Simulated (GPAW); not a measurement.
## GPAW run on SrF2 (Fm-3m, 3 atoms in the cell): self-consistent single point

Method of the run: PBE, GPAW PAW datasets PBE (gpaw-data 1.0.1) (plane waves; GPAW).

Input as run:

```python
from ase import Atoms
from ase.units import GPa
from gpaw import GPAW

atoms = Atoms(['Sr', 'F', 'F'],
              cell=[[0.000000, 2.847388, 2.847388],
                    [2.847388, 0.000000, 2.847388],
                    [2.847388, 2.847388, 0.000000]],
              positions=[[0.000000, 0.000000, 0.000000],
                         [4.271082, 4.271082, 4.271082],
                         [1.423694, 1.423694, 1.423694]],
              pbc=True)

calc = GPAW(mode={'name': 'pw', 'ecut': 950},
            xc='PBE',
            kpts={'size': (8, 8, 8), 'gamma': True},
            occupations={'name': 'fixed-uniform'},
            nbands=-8,
            convergence={'bands': -6},
            symmetry={'symmorphic': False, 'tolerance': 0.0005},
            maxiter=120)

atoms.calc = calc

energy = atoms.get_potential_energy()
print('Energy (eV):', round(energy, 6))
forces = atoms.get_forces()
print('Forces (eV/Ang):')
print(forces.round(5))
stress = atoms.get_stress()
print('Stress (GPa, Voigt):', (stress / GPa).round(4))
```

Log, with long lists cut:

```
Input parameters:
  convergence: {bands: -6}
  kpts: {gamma: True,
         size: (8, 8, 8)}
  maxiter: 120
  mode: {ecut: 950,
         name: pw}
  nbands: -8
  occupations: {name: fixed-uniform}
  symmetry: {symmorphic: False,
             tolerance: 0.0005}
  xc: PBE

species:
  Sr:
    name: Strontium
    Z: 38.0
    valence: 10
    core: 28
    charge: 0.0
    file: Sr.PBE.gz

    # Using partial waves for Sr as LCAO basis

  F:
    name: Fluorine
    Z: 9.0
    valence: 7
    core: 2
    charge: 0.0
    file: F.PBE.gz

    # Using partial waves for F as LCAO basis

Reference energy: -91924.931578  # eV

Spin-paired calculation

Convergence criteria:
 Maximum [total energy] change in last 3 cyles: 0.0005 eV / valence electron
 Maximum integral of absolute [dens]ity change: 0.0001 electrons / valence electron
 Maximum integral of absolute [eigenst]ate change: 4e-08 eV^2 / valence electron
 Maximum number of scf [iter]ations: 120

Symmetries present (total): 48
Symmetries with fractional translations: 0
512 k-points: 8 x 8 x 8 Monkhorst-Pack grid + [1/16,1/16,1/16]
29 k-points in the irreducible part of the Brillouin zone
       k-points in crystal coordinates                weights
   0:     0.00000000    0.00000000    0.00000000          1/512
   1:     0.12500000    0.12500000    0.00000000          6/512
   2:     0.12500000    0.12500000    0.12500000          8/512
   [... 7 lines left out ...]
          ...
  28:     0.50000000    0.50000000    0.50000000          4/512

Wave functions: Plane wave expansion
  Cutoff energy: 950.000 eV
  Number of coefficients (min, max): 3026, 3119
  Pulay-stress correction: 0.000000 eV/Ang^3 (de/decut=0.000000)

Occupation numbers: # Uniform distribution of occupation numbers

Eigensolver

Densities:
  Coarse grid: 30*30*30 grid
  Fine grid: 60*60*60 grid
  Total Charge: 0.000000

Density mixing:
  Method: separate
  Backend: pulay
  Linear mixing parameter: 0.05
  old densities: 5
  Damping of long wavelength oscillations: 50

Hamiltonian:
  XC and Coulomb potentials evaluated on a 60*60*60 grid
  External potential:
    NoExternalPotential

XC parameters: PBE with 2 nearest neighbor stencil

Number of atoms: 3
Number of atomic orbitals: 13
Number of bands in calculation: 20
Number of valence electrons: 24
Bands to converge: 14

Density initialized from atomic densities
  13 bands from LCAO basis set
  7 bands from random numbers

Atomic positions and initial magnetic moments

Positions:
   0 Sr     0.000000    0.000000    0.000000    ( 0.0000,  0.0000,  0.0000)
   1 F      4.271082    4.271082    4.271082    ( 0.0000,  0.0000,  0.0000)
   2 F      1.423694    1.423694    1.423694    ( 0.0000,  0.0000,  0.0000)

Unit cell:
           periodic     x           y           z      points  spacing
  1. axis:    yes    0.000000    2.847388    2.847388    30     0.1096
  2. axis:    yes    2.847388    0.000000    2.847388    30     0.1096
  3. axis:    yes    2.847388    2.847388    0.000000    30     0.1096

  Lengths:   4.026815   4.026815   4.026815
  Angles:   60.000000  60.000000  60.000000

Effective grid spacing dv^(1/3) = 0.1196

     iter     time        total  log10-change:
                         energy   eigst   dens
iter:   1 --:--:--   -17.976022   +1.72
iter:   2 --:--:--   -17.722922   +0.47  -1.17
iter:   3 --:--:--   -17.018161   -0.20  -1.21
iter:   4 --:--:--   -17.017654   -1.51  -1.45
iter:   5 --:--:--   -18.314135   -0.29  -1.47
iter:   6 --:--:--   -17.057169   -0.45  -1.29
iter:   7 --:--:--   -17.059798   -2.08  -2.33
iter:   8 --:--:--   -17.060329c  -3.59  -2.51
iter:   9 --:--:--   -17.055991c  -2.42  -2.51
iter:  10 --:--:--   -17.055692c  -5.09  -3.02
iter:  11 --:--:--   -17.055692c  -6.63  -3.22
iter:  12 --:--:--   -17.055605c  -3.80  -3.22
iter:  13 --:--:--   -17.055563c  -4.70  -3.51
iter:  14 --:--:--   -17.055563c  -6.71  -4.13c
iter:  15 --:--:--   -17.055561c  -6.87  -4.12c
iter:  16 --:--:--   -17.055560c  -6.38  -4.27c
iter:  17 --:--:--   -17.055562c  -6.12  -4.33c
iter:  18 --:--:--   -17.055561c  -6.82  -4.23c
iter:  19 --:--:--   -17.055560c  -6.32  -4.53c
iter:  20 --:--:--   -17.055561c  -7.11  -4.84c
iter:  21 --:--:--   -17.055560c  -7.86c -4.58c

Converged after 21 iterations.

Dipole moment: (-0.000000, -0.000000, -0.000000) |e|*Ang

Energy contributions relative to reference atoms: (reference = -91924.931578)

Kinetic:        +25.509380
Potential:      -22.761069
External:        +0.000000
XC:             -19.481144
Entropy (-ST):   +0.000000
Local:           -0.322727
SIC:             +0.000000
--------------------------
Free energy:    -17.055560
Extrapolated:   -17.055560

Showing only first 2 kpts
 Kpt  Band  Eigenvalues  Occupancy
  0    10      1.10487    2.00000
  0    11      1.10487    2.00000
  0    12      8.44675    0.00000
  0    13     11.56516    0.00000

  1    10      1.12022    2.00000
  1    11      1.12022    2.00000
  1    12      8.97505    0.00000
  1    13     11.40604    0.00000

Fermi level: 4.82329

Gap: 7.247 eV
Transition (v -> c):
  (s=0, k=24, n=11, [0.50, 0.50, 0.00]) -> (s=0, k=0, n=12, [0.00, 0.00, 0.00])
Direct/indirect transitions are different
Direct gap: 7.342 eV
Transition at: (s=0, k=0, n=11, [0.00, 0.00, 0.00])
Energy (eV): -17.05556

Forces in eV/Ang:
  0 Sr    0.00000    0.00000    0.00000
  1 F     0.00000   -0.00000   -0.00000
  2 F    -0.00000    0.00000    0.00000

Stress tensor:
    -0.036906    -0.000000     0.000000
    -0.000000    -0.036906     0.000000
     0.000000     0.000000    -0.036906
Stress (GPa, Voigt): [-5.913 -5.913 -5.913  0.     0.    -0.   ]
```

The run converged in 21 iterations. GPAW prints stress with tension positive.

At such cutoffs GPAW's stress carries a finite-basis (Pulay) error, which enters relaxed cells too; its log prints stress with tension positive.

The starting cell comes from a database of computed structures (which also holds hypothetical and non-ambient phases and stackings), without a prior relaxation at this level. Its lattice was rescaled by a random factor within 2.5 % of one.
